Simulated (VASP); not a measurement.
# BaTe: convergence, energy along a vibration (SMASS = -2)

BaTe, Pm-3m (no. 221), atoms displaced along the mode, 2 atoms in the cell. LDA, energy along a line of displacements; PAW potentials Ba_sv, Te (LDA set). VASP 6.6.1.

Wanted: harmonic frequency within 1 %.

Space group without the displacement: Pm-3m (no. 221); Mode: optical mode at Gamma along [111].

POSCAR of the starting run:
```
BaTe
1.0
    4.2624660000      0.0000000000      0.0000000000
    0.0000000000      4.2624660000      0.0000000000
    0.0000000000      0.0000000000      4.2624660000
Ba Te
1 1
Direct
   -0.0052190671     -0.0052190671     -0.0052190671
    0.5056169188      0.5056169188      0.5056169188

    0.0055615241   0.0055615241   0.0055615241
   -0.0059854813  -0.0059854813  -0.0059854813
```

The series start from k mesh: 4 × 4 × 4; Cutoff (eV): 260; Step along the mode (Å): 0.02; Extrapolation between steps (IWAVPR): 11. Each series keeps the choices made before it, and each single choice may use up half of a tolerance.

## k mesh

| k mesh | Harmonic frequency (THz) | Time (s) |
|---|---|---|
| 2 × 2 × 2 | -4.051 | 8.1 |
| 3 × 3 × 3 | 0.5506 | 10 |
| 4 × 4 × 4 | 1.19 | 16 |
| 5 × 5 × 5 | 1.432 | 26 |
| 6 × 6 × 6 (reference) | 1.499 | 43 |

Chosen: 6 × 6 × 6; the next looser run is off by more than half of the tolerance, so convergence isn't shown beyond this value.

## Cutoff (eV)

| Cutoff (eV) | Harmonic frequency (THz) | Time (s) |
|---|---|---|
| 140 | 1.522 | 17 |
| 170 | 1.473 | 31 |
| 200 | 1.489 | 35 |
| 230 | 1.496 | 39 |
| 260 | 1.499 | 43 |
| 300 (reference) | 1.497 | 42 |

Chosen: 230, the loosest value from which every tighter one stays within half of the tolerance.

## Extrapolation between steps (IWAVPR)

| Extrapolation between steps (IWAVPR) | Harmonic frequency (THz) | Time (s) |
|---|---|---|
| 11 | 1.503 | 45 |
| 12 | 1.503 | 42 |
| 0 | 1.503 | 53 |

Chosen: 11; no other choice that stays within half of the tolerance saves 30 % of the time.

Also changed on the way, by series that aren't shown: Step along the mode (Å): 0.08.

## All choices together

| Input | Harmonic frequency (THz) | Time (s) |
|---|---|---|
| defaults on a coarse mesh (naive) | 0.7143 | 2.1 |
| chosen settings | 1.503 | 45 |
| reference settings throughout | 1.496 | 39 |

The chosen settings stay within the tolerance of the reference run, but the reference itself isn't shown to be converged in: k mesh.

## The input

INCAR:
```
GGA = CA
PREC = Accurate
ENCUT = 230
EDIFF = 1E-7
ALGO = Normal
LREAL = F
LASPH = T
ISMEAR = 0
SIGMA = 0.03
ISYM = 0
LWAVE = F
LCHARG = F
IBRION = 0
SMASS = -2
POTIM = 1
NSW = 9
NELMIN = 4
IWAVPR = 11
KPAR = 2
```

KPOINTS:
```
Automatic mesh
0
Gamma
  6 6 6
  0 0 0
```

POSCAR:
```
BaTe
1.0
    4.2624660000      0.0000000000      0.0000000000
    0.0000000000      4.2624660000      0.0000000000
    0.0000000000      0.0000000000      4.2624660000
Ba Te
1 1
Direct
   -0.0208762686     -0.0208762686     -0.0208762686
    0.5224676751      0.5224676751      0.5224676751

    0.0222460963   0.0222460963   0.0222460963
   -0.0239419253  -0.0239419253  -0.0239419253
```

Commands:
```
cat potpaw_LDA.64/Ba_sv/POTCAR potpaw_LDA.64/Te/POTCAR > POTCAR
mpirun -np 2 vasp_std > vasp.out
```

The chosen input took VASP 6.6.1 45 s on 2 cores (Intel Xeon Platinum 8259CL @ 2.50GHz (Skylake/Cascade Lake)), a shared host.
